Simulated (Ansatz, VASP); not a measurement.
# Co (Co(0001)) in two plane-wave programs

Aim: how closely do two programs agree when they are given the same cell, functional and k mesh? The cell is taken from a series of runs on this material, whose earlier steps may have relaxed, scaled, displaced or heated it; both programs get it as it stands.

Method: plane waves, with VASP 6.6.1 beside it; single point at PBE, in Ansatz 0.2.0.

### Step 1. The structure

The cell holds 7 atoms: 7 Co. Its edges and angles: a = 2.510 Å, b = 2.510 Å, c = 26.214 Å, α = 90.0°, β = 90.0°, γ = 60.0°. Vacuum lies along c.

### Step 2. Ansatz: single point, PBE, pair 1

Ansatz runs on its default PAW (the set named soft_2) files.

With cell and atoms fixed, the geometry can't cause a difference; cores, projectors, grids and the points listed under the comparison can.

Contents of input.yaml:

```yaml
crystal:
  lattice:
    - [2.51, 0.0, 0.0]
    - [1.255, 2.1737237635, 0.0]
    - [0.0, 0.0, 26.21366]
  atoms:
    - { symbol: Co, position: [0.0, 0.0, 0.2670363467], spin: 1.7 }
    - { symbol: Co, position: [0.6666666667, 0.6666666667, 0.3446908978], spin: 1.7 }
    - { symbol: Co, position: [0.0, 0.0, 0.4223454489], spin: 1.7 }
    - { symbol: Co, position: [0.6666666667, 0.6666666667, 0.5], spin: 1.7 }
    - { symbol: Co, position: [0.0, 0.0, 0.5776545511], spin: 1.7 }
    - { symbol: Co, position: [0.6666666667, 0.6666666667, 0.6553091022], spin: 1.7 }
    - { symbol: Co, position: [0.0, 0.0, 0.7329636533], spin: 1.7 }
magnetization:
  spin_polarized: true
kpoints:
  mp_grid: { grid: [19, 19, 1] }
hamiltonian:
  xc: pbe
scf:
  occupations: { method: fermi_dirac, width: 0.1 }
  convergence: { dr2_threshold: 1.0e-09 }
efield:
  axis: 3
  dipole_correction: true
  ramp_position: 0.97
  ramp_width: 0.06
output:
  write_potential: true
  write_density: true
  volumetric_format: npy
```

Command:

```console
$ ansatz run input.yaml --threads 4 --pin off --max-ram 6144MiB --backend cpu --events-out ev --progress --plain --runs-dir out
```

Numbers of over 12 decimals in the logs are rounded to 6 here.

Output:

```text
Engine: ansatz 0.2.0, x86_64-unknown-linux-gnu
Pseudopotentials: kind: paw
Pseudopotential: Co, paw, valence charge 17, recommended cutoff 420 eV (normal), Co.paw.azcp
Functional definition: PBE
  parameter kappa = 0.804
  parameter beta = 0.066725
  exchange = pbe_x(kappa = kappa, mu = beta*pi^2/3)
  correlation = pbe_c(beta = beta)
Crystal: 7 atoms, lattice volume = 143.023 Å³
Basis set: ecut = 420 eV, 2817 PW (Γ)
Bands: 79, of which v1, the nominal top of the filled ones, is band 60 counted from 1 (59 counted from 0)
Symmetry: 6 space group operations
k-points: 40 of 361 (time reversal used)
Non-local potential: Co, projectors of the file, l = 0: 3, l = 1: 2, l = 2: 3, l = 3: 1
PAW form: soft (Blöchl's): semilocal exchange-correlation on the pseudo side does not see the compensation charge
PAW one-centre angular grid: Co, 590 points (default); XC on 64 Gauss nodes
Initial density: superposition of atomic densities (neutral atoms: chi_scale 0, normalization atom)
Starting moments: Σ|m| = 11.9 μB on 7 of 7 sites
Initial wavefunctions: pseudopotential atomic-orbital guess
Functional: x = pbe(κ = 0.804, μ = 0.219515), c = pbe(β = 0.066725)
SCF iter   1: F=—  HF=-35878.974090 eV  |F-HF|=—  |Δ(HF+E_count)|=         —  Δρ=7.68e-2 (↑1.82e-2 ↓7.68e-2)  dr2=1.24e1  dr2_m=2.20e0  M=12.430 μB ∫|m|=12.858 μB  β_m=1.00  ethr=3.10e-3  p=0.000 e·Å  D=1.57e-13 V/Å  ΔV_dip=-0.00 eV  dr2_dipole=2.13e-7  V_vac-E_F(+/−)=7.55/7.55 eV  ⟨swp⟩=8.4  Hψ=28134  notcnv=0  defer=136
Mixer restart at iter 1: flushing history
efield: sawtooth ramp at fractional position 0.9700 (set: `efield.ramp_position`, or a place that a band, a saddle search or an elastic batch's reference lends), width 0.0600; the density the first Hamiltonian is built on has a dipole p = 0.000 e·Å; the dipole correction subtracts the counter field D = 1.57e-13 V/Å, which shifts the + side's vacuum level by -0.00 eV against the − side's; the planar-averaged density in the ramp window peaks in size at 1.9e-5 e/Å³
preconditioner: auto → LDOS  [metal: Δε(μ)=0.006 eV  Ē_g=7.499 eV  σ=0.100 eV  W_gap=0.01  n_scr=22 (ndim 8)  ℏωp=24.6 eV  f_vac=0.414  D(μ)=7.19/eV (n_scr^D=66)]
spin=Collinear: LDOS preconditioning applied to the charge; magnetization (m = ρ↑ − ρ↓) channel mixes plain (no charge-response kernel on spin).
SCF iter   2: F=—  HF=-35877.213284 eV  |F-HF|=—  |Δ(HF+E_count)|=    1.76e0  Δρ=1.82e-2 (↑1.82e-2 ↓8.80e-3)  dr2=6.44e-1  dr2_m=1.81e-1  M=12.347 μB ∫|m|=13.315 μB  β_m=0.33  ethr=3.10e-3  p=0.000 e·Å  D=7.83e-6 V/Å  ΔV_dip=-0.00 eV  dr2_dipole=2.25e-7  V_vac-E_F(+/−)=6.50/6.50 eV  ⟨swp⟩=2.6  Hψ=11045  notcnv=0  defer=313
density mixer auto → msr1: a metal under ldos (density of states about μ 2.96 of a free-electron gas's, 22 screened modes)
SCF iter   3: F=—  HF=-35879.342809 eV  |F-HF|=—  |Δ(HF+E_count)|=    2.13e0  Δρ=7.85e-3 (↑7.85e-3 ↓7.24e-3)  dr2=1.27e-1  dr2_m=5.79e-2  M=12.178 μB ∫|m|=13.252 μB  β_m=0.47  ethr=5.41e-4  p=0.000 e·Å  D=6.65e-7 V/Å  ΔV_dip=-0.00 eV  dr2_dipole=2.12e-8  V_vac-E_F(+/−)=5.97/5.97 eV  ⟨swp⟩=2.6  Hψ=10428  notcnv=0  defer=321
SCF iter   4: F=—  HF=-35881.181849 eV  |F-HF|=—  |Δ(HF+E_count)|=    1.84e0  Δρ=8.14e-3 (↑6.20e-3 ↓8.14e-3)  dr2=1.73e-1  dr2_m=2.86e-2  M=11.960 μB ∫|m|=13.122 μB  β_m=0.51  ethr=1.07e-4  p=-0.000 e·Å  D=-1.71e-6 V/Å  ΔV_dip=0.00 eV  dr2_dipole=5.43e-8  V_vac-E_F(+/−)=5.35/5.35 eV  ⟨swp⟩=2.7  Hψ=12883  notcnv=0  defer=322
SCF iter   5: F=—  HF=-35881.546296 eV  |F-HF|=—  |Δ(HF+E_count)|=   3.64e-1  Δρ=3.07e-3 (↑2.81e-3 ↓3.07e-3)  dr2=3.66e-2  dr2_m=1.25e-3  M=11.851 μB ∫|m|=12.997 μB  β_m=0.62  ethr=1.07e-4  p=0.000 e·Å  D=7.13e-7 V/Å  ΔV_dip=-0.00 eV  dr2_dipole=1.77e-8  V_vac-E_F(+/−)=5.22/5.22 eV  ⟨swp⟩=2.0  Hψ=11474  notcnv=0  defer=337
SCF iter   6: F=—  HF=-35881.624915 eV  |F-HF|=—  |Δ(HF+E_count)|=   7.86e-2  Δρ=1.61e-3 (↑1.61e-3 ↓1.55e-3)  dr2=9.60e-3  dr2_m=5.28e-4  M=11.800 μB ∫|m|=12.965 μB  β_m=0.81  ethr=3.08e-5  p=-0.000 e·Å  D=-3.47e-6 V/Å  ΔV_dip=0.00 eV  dr2_dipole=2.90e-8  V_vac-E_F(+/−)=5.13/5.13 eV  ⟨swp⟩=2.3  Hψ=12152  notcnv=0  defer=343
SCF iter   7: F=—  HF=-35881.653320 eV  |F-HF|=—  |Δ(HF+E_count)|=   2.84e-2  Δρ=1.07e-3 (↑9.00e-4 ↓1.07e-3)  dr2=4.30e-3  dr2_m=1.18e-4  M=11.737 μB ∫|m|=12.932 μB  β_m=0.66  ethr=8.07e-6  p=-0.000 e·Å  D=-7.83e-8 V/Å  ΔV_dip=0.00 eV  dr2_dipole=4.91e-8  V_vac-E_F(+/−)=5.03/5.03 eV  ⟨swp⟩=2.2  Hψ=11958  notcnv=0  defer=381
SCF iter   8: F=—  HF=-35881.652361 eV  |F-HF|=—  |Δ(HF+E_count)|=   9.59e-4  Δρ=2.32e-4 (↑2.29e-4 ↓2.32e-4)  dr2=2.19e-4  dr2_m=1.39e-5  M=11.729 μB ∫|m|=12.929 μB  β_m=0.64  ethr=3.61e-6  p=-0.000 e·Å  D=-1.99e-6 V/Å  ΔV_dip=0.00 eV  dr2_dipole=4.46e-9  V_vac-E_F(+/−)=4.99/4.99 eV  ⟨swp⟩=3.1  Hψ=13044  notcnv=0  defer=388
[...]
SCF iter  13: F=—  HF=-35881.652497 eV  |F-HF|=—  |Δ(HF+E_count)|=   1.66e-9  Δρ=3.01e-6 (↑2.31e-6 ↓3.01e-6)  dr2=2.06e-8  dr2_m=3.01e-9  M=11.732 μB ∫|m|=12.934 μB  β_m=0.82  ethr=1.50e-10  p=0.000 e·Å  D=1.20e-7 V/Å  ΔV_dip=-0.00 eV  dr2_dipole=1.32e-9  V_vac-E_F(+/−)=4.98/4.98 eV  ⟨swp⟩=2.4  Hψ=9993  notcnv=0  defer=387
SCF iter  14: F=—  HF=-35881.652497 eV  |F-HF|=—  |Δ(HF+E_count)|=   8.02e-8  Δρ=2.17e-6 (↑2.17e-6 ↓1.93e-6)  dr2=1.89e-8  dr2_m=1.20e-9  M=11.732 μB ∫|m|=12.934 μB  β_m=0.71  ethr=1.73e-11  p=-0.000 e·Å  D=-3.40e-7 V/Å  ΔV_dip=0.00 eV  dr2_dipole=5.33e-9  V_vac-E_F(+/−)=4.98/4.98 eV  ⟨swp⟩=2.9  Hψ=12793  notcnv=0  defer=387
SCF iter  15: F=—  HF=-35881.652497 eV  |F-HF|=—  |Δ(HF+E_count)|=   3.28e-9  Δρ=1.03e-6 (↑9.55e-7 ↓1.03e-6)  dr2=4.18e-9  dr2_m=6.30e-10  M=11.732 μB ∫|m|=12.934 μB  β_m=0.68  ethr=1.59e-11  p=0.000 e·Å  D=1.33e-7 V/Å  ΔV_dip=-0.00 eV  dr2_dipole=1.40e-9  V_vac-E_F(+/−)=4.98/4.98 eV  ⟨swp⟩=2.7  Hψ=12189  notcnv=0  defer=387
SCF iter  16: F=—  HF=-35881.652497 eV  |F-HF|=—  |Δ(HF+E_count)|=   1.37e-9  Δρ=6.80e-7 (↑6.80e-7 ↓6.29e-7)  dr2=1.29e-9  dr2_m=1.45e-10  M=11.732 μB ∫|m|=12.934 μB  β_m=0.66  ethr=3.51e-12  p=0.000 e·Å  D=2.63e-8 V/Å  ΔV_dip=-0.00 eV  dr2_dipole=7.76e-11  V_vac-E_F(+/−)=4.98/4.98 eV  ⟨swp⟩=2.6  Hψ=9691  notcnv=0  defer=387
SCF iter  17: F=—  HF=-35881.652497 eV  |F-HF|=—  |Δ(HF+E_count)|=  9.60e-10  Δρ=2.33e-7 (↑1.56e-7 ↓2.33e-7)  dr2=3.27e-10  dr2_m=1.03e-11  M=11.732 μB ∫|m|=12.934 μB  β_m=0.60  ethr=1.08e-12  p=0.000 e·Å  D=5.20e-9 V/Å  ΔV_dip=-0.00 eV  dr2_dipole=3.49e-12  V_vac-E_F(+/−)=4.98/4.98 eV  ⟨swp⟩=2.7  Hψ=12152  notcnv=0  defer=387
SCF iter  18: F=-35881.652497 eV  HF=-35881.652497 eV  |F-HF|=6.55e-11  |Δ(HF+E_count)|=   4.50e-9  Δρ=1.79e-7 (↑9.86e-8 ↓1.79e-7)  dr2=7.83e-11  dr2_m=4.98e-12  M=11.732 μB ∫|m|=12.934 μB  ethr=1.00e-12  p=-0.000 e·Å  D=-2.09e-9 V/Å  ΔV_dip=0.00 eV  dr2_dipole=4.44e-12  V_vac-E_F(+/−)=4.98/4.98 eV  ⟨swp⟩=10.5  Hψ=24127  notcnv=0
SCF 1 converged in 18 iterations: F = -35881.652497 eV  dr2 = 7.83e-11
  greatest PAW one-centre occupation: 1.002 electrons in one spin orbital (limit 2), on the Co atom at site 6 (counted from 0), in its partial waves of l = 1
WARN: The output density's exchange-correlation potential varies sharply where the density is thin. Do not read a vacuum level from v_tot or v_xc, or from such a field of the output density. On a cell that repeats whose density bears no net charge and no dipole along the vacuum's axis use v_es (v_loc + v_h of the components); under efield.dipole_correction with no amplitude use v_es + v_field, which holds any externa [...]
SCF converged after 18 iterations
Magnetization: 11.7324 μB (65.3662 up, 53.6338 down)
Absolute magnetization: 12.9371 μB (∫|ρ↑−ρ↓|, with the PAW one-centre terms)
Spin contamination: 0.2415 ħ² per cell (⟨S²⟩ above its minimum at these occupations)
Per-site moments (μB) at R_I (Å): [(1.817122, 1.030734), (1.748135, 1.030734), (1.706767, 1.030734), (1.712606, 1.030734), (1.706767, 1.030734), (1.748136, 1.030734), (1.817122, 1.030734)]
Free energy (F): -35881.652497 eV
Harris-Foulkes:  -35881.652497 eV  (|F-HF|=6.55e-11)
Internal energy: -35881.411205 eV  (E = F + TS)
E sigma→0 (E₀):  -35881.531851 eV
Entropy (-TS):   -0.241293 eV (-34.470 meV/atom)
Fermi energy:    7.700362 eV
Dipole field:    D = 0.000003 V/Å  (p = 0.000003 e·Å, saw-weighted, corrected)
Work function:   Φ+ = 4.9837 eV   Φ− = 4.9838 eV
Levels:          The Fermi level and band energies are counted from a zero that moves with the ramp; work functions are not
--- Per-component energies (eV) ---
  E_band       = -3009.306321
  E_kinetic    = 3166.193979
  E_local      = -237758.858307  (includes V_loc(G=0)·N_el)
  E_nonlocal   = 3184.078085
  E_hartree    = 116626.364498
  E_xc         = -1108.037704
  E_vxc        = -1429.419777  (∫ρ·V_xc dr)
  E_paw        = -10608.733145  (= ΣΔE_a)
  E_vpaw       = -3424.028591  (= ΣTr[D̂ρ^β])
  E_aug_tail   = 0.000529  (compensation charges beyond the density's cutoff)
  E_efield     = 0.000000  (sawtooth field / dipole correction)
  E_vefield    = 0.000000  (∫n·V_field dr)
  E_ewald      = 90617.580861
  E_smearing   = -0.241293  (= −TS)
  E_closure    = -0.000000  (closes the sum)
  Σ components = -35881.652497   (vs F -35881.652497, Δ=0.00e0)
--- Band table (eV; the first three rows and the last of 80) ---
  k-point 0 ↑: bands = [... 56 lower, 6.0068, 6.0068, 6.1004, 6.2599, 6.2599, 6.4964, 6.4964, 6.6401, ... 15 higher]
  k-point 1 ↑: bands = [... 56 lower, 5.9045, 5.9889, 5.9931, 6.2499, 6.2627, 6.3923, 6.4905, 6.4909, ... 15 higher]
  k-point 2 ↑: bands = [... 56 lower, 5.7567, 5.8699, 5.9633, 6.0684, 6.2064, 6.2256, 6.4507, 6.4764, ... 15 higher]
  k-point 39 ↓: bands = [... 56 lower, 8.4604, 8.5816, 8.6285, 8.6652, 8.7001, 8.7629, 8.7697, 12.4718, ... 15 higher]
```

The column dr2 measures how far the density is from self-consistency, as an energy; F and HF (Harris–Foulkes) agree once it is small.

(Continued in part 2 of 3.)

[Lines on the potential files, build, host, timing and source positions are cut from VASP's logs without a mark.]

[Logs are printed without paths, hosts, clocks, repeated set-up lines and the standing remarks that a program may print on its own settings, such as how far it seeks lower states.]

[Hosts, paths, dates, database ids (printed as entryN), source tags and the programs' standing remarks are cut or masked in the printed files.]
